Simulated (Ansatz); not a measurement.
# Hf (fcc type): the cost of one run

Computed with Ansatz 0.2.0 (DFT, PBE, PAW with Ansatz's default frozen-core files, scalar-relativistic, unless a step's input says otherwise).

## (1) The system as given

It takes space group Fm-3m (No. 225, cubic). The conventional cell has a = 4.485 Å, b = 4.485 Å, c = 4.485 Å, α = 90.00°, β = 90.00°, γ = 90.00°. Hf (site symmetry m-3m) is surrounded by 12 Hf at 3.17 Å.

As a file:

```
CELL_PARAMETERS angstrom
0.00000 2.24273 2.24273
2.24273 0.00000 2.24273
2.24273 2.24273 0.00000
ATOMIC_POSITIONS crystal
Hf 0.00000 0.00000 0.00000
```

## (2) Cell relaxed at zero pressure, PAW

File input.yaml:

```yaml
crystal:
  lattice:
    - [0.0, 2.2427254771, 2.2427254771]
    - [2.2427254771, 0.0, 2.2427254771]
    - [2.2427254771, 2.2427254771, 0.0]
  atoms:
    - { symbol: Hf, position: [0.0, 0.0, 0.0] }
kpoints:
  mp_grid: { grid: [15, 15, 15] }
scf:
  occupations: { method: fermi_dirac, width: 0.05 }
hamiltonian:
  xc: pbe
  pseudopotentials: { kind: paw }
output:
  forces: true
  stress: true
relax:
  f_tol: 0.005
  max_steps: 40
  cell: {}
```

On the command line:

```
$ ansatz run input.yaml --threads 1 --pin off --max-ram 3584MiB --backend cpu --events-out ev --progress --plain --runs-dir out
```

What time and memory should one allow on 1 thread of Intel Xeon 6975P-C (Granite Rapids), shared host?

About 2.4 s, with a peak of 0.36 GiB.
